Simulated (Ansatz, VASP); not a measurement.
**Ba: VASP beside Ansatz**

```xyz
1
Lattice="-2.5104 2.5104 2.5104 2.5104 -2.5104 2.5104 2.5104 2.5104 -2.5104" Properties=species:S:1:pos:R:3 pbc="T T T"
Ba    0.0000    0.0000    0.0000
```

Alike in both runs: task single point; functional PBE; k mesh 14 × 14 × 14; occupations fermi-dirac, width 0.05 eV; no spin polarisation.

```csv
,VASP,Ansatz
version,VASP 6.6.1,Ansatz 0.2.0
potentials or method,"VASP PAW PBE potentials, release 64 (Ba_sv), cutoff 520 eV","all-electron LAPW, scalar-relativistic"
```

```tsv
	VASP	Ansatz	Ansatz less VASP
pressure (GPa)	0.0	0.0	-0.05
```

Ansatz ran all-electron here, so the differences hold the error of VASP's frozen core and of both bases.

Spin-orbit coupling is left out, which matters for the levels of Ba.
